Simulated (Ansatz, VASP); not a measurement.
## One calculation of Zn, two programs

```
Zn
1.0
    -0.00982    1.96478    1.96478
     1.96478   -0.00982    1.96478
     1.95495    1.95495    0.00000
Zn
1
Direct
  0.00000 0.00000 0.00000
```

Change from the starting cell: strain = -0.01.

Alike in both runs: task single point; functional PBE; k mesh 12 × 12 × 12; occupations fermi-dirac, width 0.05 eV; no spin polarisation.

|  | VASP | Ansatz |
| --- | --- | --- |
| version | VASP 6.6.1 | Ansatz 0.2.0 |
| potentials or method | VASP PAW PBE potentials, release 64 (Zn) | Ansatz PAW |
| plane-wave cutoff (eV) | 520 | 420 |
| valence electrons in the cell | 12 | 12 |

Ansatz gave:

| Quantity | Value |
| --- | --- |
| gap on the k mesh at the Fermi level (eV) | none |
| pressure (GPa) | -0.1 |
| largest component of the traceless stress (GPa) | 0.32 |

Task: What did VASP give for the same quantities?

Result: gap on the k mesh at the Fermi level (eV): none; pressure (GPa): 0.1; largest component of the traceless stress (GPa): 0.31.

A gap of «none» marks a metal or a gap that the smearing closes.
